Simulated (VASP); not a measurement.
Write the native input for VASP 6.6.1 that does the following.

```yaml
Task: single point
Functional: PBE
Potentials_or_basis: VASP PAW PBE potentials, release 64 (Mn_pv, S)
Cutoff: 520 eV
k_mesh: 8 × 8 × 4
Occupations: fermi-dirac, width 0.05 eV
Spin: collinear spin, ferromagnetic start
Starting_moments: "[4.0, 4.0, 0.0, 0.0] μB"
Further_INCAR_settings: ALGO = Normal; EDIFF = 1e-07; NBANDS = 31
```

The structure of MnS lies in POSCAR:

```
MnS
1.0
    3.9535769233      0.0000000000      0.0000000000
   -1.9767884617      3.4238980514      0.0000000000
    0.0000000000      0.0000000000      6.3425288600
Mn S
2 2
Direct
    0.6713760000      0.3353310000      0.5009400000
    0.3299070000      0.6661950000      0.9983860000
    0.3460390000      0.6812160000      0.6238240000
    0.6704390000      0.3240270000      0.1324400000
```

The cell is a database's computed one.

The cell isn't the ideal one: atoms moved at random, drawn with an rms of 0.05 Å.

These files were run (other wordings do the same):

INCAR

```
ALGO = Normal
EDIFF = 1E-7
ENCUT = 520
GGA = PE
ISIF = 2
ISMEAR = -1
ISPIN = 2
LASPH = True
LCHARG = False
LMAXMIX = 4
LORBIT = 11
LREAL = False
LWAVE = False
MAGMOM = 4 4 0 0
NBANDS = 31
NELM = 120
PREC = Accurate
SIGMA = 0.05
```

KPOINTS

```
k-points
0
Gamma
  8 8 4
```

Potentials or basis: VASP PAW PBE potentials, release 64 (Mn_pv, S).

Command:

```sh
$ cat potpaw_PBE.64/Mn_pv/POTCAR potpaw_PBE.64/S/POTCAR > POTCAR
$ mpirun -np 1 vasp_std > vasp.out
```

It gave:

```yaml
Pressure: 2.9 GPa
Largest_force: 0.645 eV/Å
Band_gap_on_the_k_mesh: none (metal or under the smearing width)
Net_moment: 9.85 μB per cell
Site_moments: Mn +4.30, +4.33; S +0.09, +0.10 μB
Valence_electrons_inside_the_program's_atomic_spheres: Mn 11.41, 11.38; S 3.78, 3.77
```

Caveat: semilocal functionals often make such compounds metallic where correlation or magnetic order opens a gap, which also shifts bond lengths; only a ferromagnetic start was run, and an antiferromagnetic order may lie lower in energy.

It took 13 min on 1 thread of Intel(R) Xeon(R) Platinum 8488C (Sapphire Rapids), on a shared host, peak memory 0.58 GiB.
